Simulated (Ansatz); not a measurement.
Settings and field gradients in SiO₂

Cell: a Materials Project structure (computed, not necessarily an observed phase), its atoms then relaxed with PBE in this cell.

Space group R-3m:H (No. 166); a = 13.5970, c = 14.8360 Å, γ = 120.00°.

```
site  Wyckoff  site symmetry       x       y       z
  Si      36i              1  0.8960  0.5631  0.4383
 O13      18f             .2  0.9298  0.5965  0.3333
 O19      18h             .m  0.7989  0.8994  0.8756
 O25      18h             .m  0.7862  0.2138  0.4656
 O31      18g             .2  0.0000  0.3470  0.5000
```

One atom of each set is listed; the run and its k-mesh use a cell of 36 atoms with edges of 9.28, 9.28, 9.28 Å.

Reference run. All values are calculated (Ansatz; DFT, PBE, plane waves and PAW, scalar-relativistic, 420 eV cutoff, Γ-centred 3×3×3 k-points, Fermi–Dirac smearing 0.02 eV), not measured.

It gives V_zz (10²¹ V/m²) O25 9.59 (η 0.18), Si 0.85 (η 0.90), among others. Each of these runs changes the input as listed (caps on SCF iterations aside):

A. scf.max_iter: not typed → 1
B. scf.convergence.dr2_threshold: not typed → 1e-09
C. kpoints.mp_grid.grid: [3, 3, 3] → [1, 1, 1]; scf.occupations.width: 0.02 → 0.1
D. scf.lower_state_search: not typed → standard

(1) How does each run end, and how far do the gradients move?

Results:

(1) 

```tsv
run	O25 V_zz (η)	Si V_zz (η)	largest change of a gradient tensor, all atoms	note
A	–	–	–	not converged
B	9.59 (0.18)	0.85 (0.90)	0.00	converged
C	9.56 (0.18)	0.85 (0.92)	0.05	converged; mesh coarser than the reference's
D	9.59 (0.18)	0.85 (0.90)	0.00	converged
```

Run C moves them most, on O13 (V_zz from 9.43 to 9.39); against its own size the tensor moves most on Si among sites above 0.3 (by 0.02, V_zz from 0.85 to 0.85). Run A holds a cap of too few SCF iterations.

In run C the shift comes from kpoints.mp_grid.grid: the other keys steer the path to self-consistency or leave the density as it is (the gap is far wider than the smearing).
